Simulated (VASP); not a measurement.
# Cs (I4/mmm) in VASP: single point with PBEsol

Aim: the single point of Cs with PBEsol.

All numbers are computed with VASP 6.6.1; they aren't measurements. Logs are shortened: lines on timing, memory, paths and dates and some standing lists are left out, and cuts for length are marked.

## (1) The crystal as given

Symmetry: I4/mmm, No. 139, tetragonal system. The conventional cell has a = 5.500 Å, b = 5.500 Å, c = 8.194 Å, α = 90.00°, β = 90.00°, γ = 90.00°.

This isn't the form of Cs at room conditions, which is bcc.

## (2) Single point, PBEsol

INCAR

```
SYSTEM = Cs
  ALGO = Normal
  EDIFF = 1E-6
  ENCUT = 520
  GGA = PS
  ISIF = 2
  ISMEAR = 1
  LASPH = .TRUE.
  LCHARG = .TRUE.
  LELF = .TRUE.
  LREAL = .FALSE.
  LVHAR = .TRUE.
  LWAVE = .FALSE.
  NBANDS = 10
  NELM = 100
  PREC = Accurate
  SIGMA = 0.05
```

KPOINTS

```
Automatic mesh
0
Gamma
  4 4 4
  0.5 0.5 0.5
```

POSCAR

```
Cs
1.0
   -2.7500800000      2.7500800000      4.0972400000
    2.7500800000     -2.7500800000      4.0972400000
    2.7500800000      2.7500800000     -4.0972400000
Cs
1
Direct
    0.0000000000      0.0000000000      0.0000000000
```

Potentials or basis: VASP PAW PBE potentials, release 64 (Cs_sv).

Run with:

```
$ cat potpaw_PBE.64/Cs_sv/POTCAR > POTCAR
$ mpirun -np 1 vasp_std > vasp.out
```

OUTCAR:

```text
SYSTEM = Cs
   EDIFF = 1E-6
   ENCUT = 520
   GGA = PS
   ISIF = 2
   ISMEAR = 1
   LASPH = .TRUE.
   LREAL = .FALSE.
   NELM = 100
   PREC = Accurate

 ion  position               nearest neighbor table
   1  0.000  0.000  0.000-

  LATTYP: Found a body centered tetragonal cell.
 ALAT       =     5.5001600000
 C/A-ratio  =     1.4898621131

  Lattice vectors:

 A1 = (  -2.7500800000,   2.7500800000,   4.0972400000)
 A2 = (   2.7500800000,  -2.7500800000,   4.0972400000)
 A3 = (   2.7500800000,   2.7500800000,  -4.0972400000)

Analysis of symmetry for initial positions (statically):
=====================================================================
 Subroutine PRICEL returns:
 Original cell was already a primitive cell.

 Routine SETGRP: Setting up the symmetry group for a
 body centered tetragonal supercell.

 Subroutine GETGRP returns: Found 16 space group operations
 (whereof 16 operations were pure point group operations)
 out of a pool of 16 trial point group operations.

The static configuration has the point symmetry D_4h.

Analysis of symmetry for dynamics (positions and initial velocities):
=====================================================================
 Subroutine PRICEL returns:
 Original cell was already a primitive cell.

 Routine SETGRP: Setting up the symmetry group for a
 body centered tetragonal supercell.

 Subroutine GETGRP returns: Found 16 space group operations
 (whereof 16 operations were pure point group operations)
 out of a pool of 16 trial point group operations.

The dynamic configuration has the point symmetry D_4h.

 Subroutine INISYM returns: Found 16 space group operations
 (whereof 16 operations are pure point group operations),
 and found     1 'primitive' translations

----------------------------------------------------------------------------------------

                                     Primitive cell

  volume of cell :     123.9487

  direct lattice vectors                    reciprocal lattice vectors
    -2.750080000  2.750080000  4.097240000     0.000000000  0.181812893  0.122033369
     2.750080000 -2.750080000  4.097240000     0.181812893  0.000000000  0.122033369
     2.750080000  2.750080000 -4.097240000     0.181812893  0.181812893  0.000000000

  length of vectors
     5.649181855  5.649181855  5.649181855     0.218970480  0.218970480  0.257122259

  position of ions in fractional coordinates (direct lattice)
     0.000000000  0.000000000  0.000000000
[... 67 lines left out ...]
   NFREE  =      0    steps in history (QN), initial steepest desc. (CG)
   ISIF   =      2    stress and relaxation
   ISYM   =      2    0-nonsym 1-usesym 2-fastsym
   POTIM  = 0.5000    time-step for ionic-motion
   TEBEG  =    0.0;   TEEND  =   0.0 temperature during run
   PSTRESS=    0.0 pullay stress
   NELECT =       9.0000    total number of electrons
   NUPDOWN=      -1.0000    fix difference up-down
   EMIN   =  10.00;   EMAX   =-10.00  energy-range for DOS
   EFERMI =   0.00;   METHOD = LEGACY
   ISMEAR =     1;   SIGMA  =   0.05  broadening in eV -4-tet -1-fermi 0-gaus
   EFERMI_NEDOS =   21; number of points for ismear=-14 and -15
   IALGO  =     38    algorithm
   IMIX   =      4    mixing-type and parameters
     AMIX     =   0.40;   BMIX     =  1.00
     AMIX_MAG =   1.60;   BMIX_MAG =  1.00
  volume/ion in A,a.u.               =     123.95       836.45
  Fermi-wavevector in a.u.,A,eV,Ry     =   0.682981  1.290646  6.346606  0.466462
  Thomas-Fermi vector in A             =   1.762212
   LORBIT       =      0    0 simple, 1 ext, 2 COOP (PROOUT), +10 PAW based schemes
   GGA     = PS    functional components
   LHFCALC =     F    Hartree Fock is set to
   AEXX    =    0.0000 exact exchange contribution
   IVDW    =     0    specifies the selected vdW correction
   LEPSILON=     F    determine dielectric tensor
   LRPA    =     F    only Hartree local field effects (RPA)
 non-spin polarized calculation
 Methfessel and Paxton  Order N= 1 SIGMA  =   0.05
  energy-cutoff  :      520.00
  volume of cell :      123.95
 maximum number of plane-waves:      3348
 NGX is ok and might be reduce to    42
   NGX = 21   NGY = 21   NGZ = 21

 number of electron       9.0000001 magnetization

 Free energy of the ion-electron system (eV)
  ---------------------------------------------------
  ext. energy  EPLUGINS =         0.00000000
  ---------------------------------------------------
  free energy    TOTEN  =        -0.94026573 eV

  energy without entropy =       -0.94063029  energy(sigma->0) =       -0.94038725

 E-fermi :   0.2666     XC(G=0):  -5.2834

 val. band max:        0.1097159587   @ k =  -0.1250   0.3750   0.1250
 cond. band min:       0.3086910497   @ k =  -0.3750   0.3750   0.1250
 fundamental gap:      0.1989750910
 Fermi energy:         0.2665872811

 k-point     1 :       0.1250    0.1250    0.1250
  band No.  band energies     occupation
      1     -23.6822      2.00000
      2     -10.4768      2.00000
      3     -10.4451      2.00000
      4     -10.4322      2.00000
      5      -0.4617      2.00000
      6       1.7083      0.00000
      7       2.2120      0.00000
      8       2.8968      0.00000
      9       3.0665      0.00000
     10       4.0985      0.00000
[... 118 lines left out ...]
 k-point    11 :      -0.3750   -0.3750    0.3750
  band No.  band energies     occupation
      1     -23.6814      2.00000
      2     -10.5016      2.00000
      3     -10.4420      2.00000
      4     -10.4420      2.00000
      5       0.0116      2.00000
      6       1.4553      0.00000
      7       1.6178      0.00000
      8       3.6010      0.00000
      9       3.6010      0.00000
     10       4.3120      0.00000

------------------------ aborting loop because EDIFF is reached ----------------------------------------

  FORCE on cell =-STRESS in cart. coord.  units (eV):
  Direction    XX          YY          ZZ          XY          YZ          ZX
  --------------------------------------------------------------------------------------
  -------------------------------------------------------------------------------------
  Total       -0.2030097     -0.2030097     -0.1721153      0.0000000      0.0000000      0.0000000
  in kB       -2.6241304     -2.6241304     -2.2247851      0.0000000      0.0000000      0.0000000
  external PRESSURE =      -2.4910153 kB  Pullay stress =       0.0000000 kB

 VOLUME and BASIS-vectors are now :
 -----------------------------------------------------------------------------
  energy-cutoff  :      520.00
  volume of cell :      123.95
      direct lattice vectors                 reciprocal lattice vectors
    -2.750080000  2.750080000  4.097240000     0.000000000  0.181812893  0.122033369
     2.750080000 -2.750080000  4.097240000     0.181812893  0.000000000  0.122033369
     2.750080000  2.750080000 -4.097240000     0.181812893  0.181812893  0.000000000

 POSITION                                       TOTAL-FORCE (eV/Angst)
 -----------------------------------------------------------------------------------
      0.00000      0.00000      0.00000         0.000000      0.000000     -0.000000
 -----------------------------------------------------------------------------------
    total drift:                               -0.000000      0.000000      0.000000

  FREE ENERGIE OF THE ION-ELECTRON SYSTEM (eV)
  ---------------------------------------------------
  free  energy   TOTEN  =        -0.9402657265 eV

  energy  without entropy=       -0.9406302914  energy(sigma->0) =       -0.94038725
```

stdout:

```text
POSCAR found type information on POSCAR Cs
 POSCAR found :  1 types and       1 ions
 scaLAPACK will be used
 -----------------------------------------------------------------------------
|                                                                             |
|                                                                             |
|     You enforced a specific xc type in the INCAR file but a different       |
|     I HOPE YOU KNOW WHAT YOU ARE DOING!                                     |
|                                                                             |
 -----------------------------------------------------------------------------

 LDA part: xc-table for (Slater+PW92), standard interpolation
 POSCAR, INCAR and KPOINTS ok, starting setup
 FFT: planning ... GRIDC
 FFT: planning ... GRID_SOFT
 FFT: planning ... GRID
 WAVECAR not read
 entering main loop
```

Run time: 17 s. Hardware: 1 thread of Intel Xeon Platinum 8488C (Sapphire Rapids), shared host; peak memory 0.23 GiB.

What came out:

```yaml
Free_energy: -0.9403 eV
Pressure: -0.2 GPa
Band_gap_on_the_k_mesh: none (metal or under the smearing width)
```

Caveat: the k mesh is coarse (spacing up to 0.40 Å⁻¹), so the values aren't converged; the PAW data sets were made with another functional, which shifts forces and pressure a little. The run has no spin-orbit coupling, so splittings on Cs are missing.
